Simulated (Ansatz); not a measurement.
# AlAs: a single-point run

Wanted: a converged single-point run for AlAs, and a check of what comes out. The structure is shown as the input types it.

Program: Ansatz 0.2.0. Level of theory: density functional or hybrid calculation with the settings of its input, plane waves (as first typed). These are calculated values, not measurements.

4 further runs of the same task are left out: 1 for a known fault of the program, 3 that didn't finish.

## (1) The starting structure

It takes space group F-43m (No. 216, cubic). Conventional cell: a = 5.678 Å, b = 5.678 Å, c = 5.678 Å, α = 90.00°, β = 90.00°, γ = 90.00°. Al (site symmetry -43m) has 4 As at 2.46 Å as nearest neighbours. As (site symmetry -43m) is surrounded by 4 Al at 2.46 Å.

As a file:

```
Al As
1.0
     0.00000    2.83893    2.83893
     2.83893    0.00000    2.83893
     2.83893    2.83893    0.00000
Al As
1 1
Direct
  0.00000 0.00000 0.00000
  0.25000 0.25000 0.25000
```

## (2) Running it

File input.yaml:

```yaml
crystal:
  lattice:
    - [0.0, 2.838925176, 2.838925176]
    - [2.838925176, 0.0, 2.838925176]
    - [2.838925176, 2.838925176, 0.0]
  atoms:
    - { symbol: Al, position: [0.0, 0.0, 0.0] }
    - { symbol: As, position: [0.25, 0.25, 0.25] }
kpoints:
  mp_grid: { grid: [6, 6, 6] }
hamiltonian:
  xc: pbesol
scf:
  occupations: { method: fixed }
  n_extra_bands: 4
  max_iter: 97
output:
  forces: true
  stress: true
  eigenvalues: true
basis:
  ecutwfc: 160
```

Command:

```console
$ ansatz run input.yaml --threads 4 --pin off --max-ram 3686MiB --backend cpu --events-out ev --progress --plain --runs-dir out
```

**Question.** How will this run end, and is anything wrong with its input?

This run ends as converged, with warnings (cutoff below recommended). Its log warns: «basis.ecutwfc = 160 eV is below the records' recommended 420 eV ...»

In the input, basis.ecutwfc is 160. The basis cutoff is far too low: the plane waves can't represent the orbitals near the cores. The potentials' recommended cutoff is 420 eV.

Run again and compare: delete basis.ecutwfc (the default then holds).
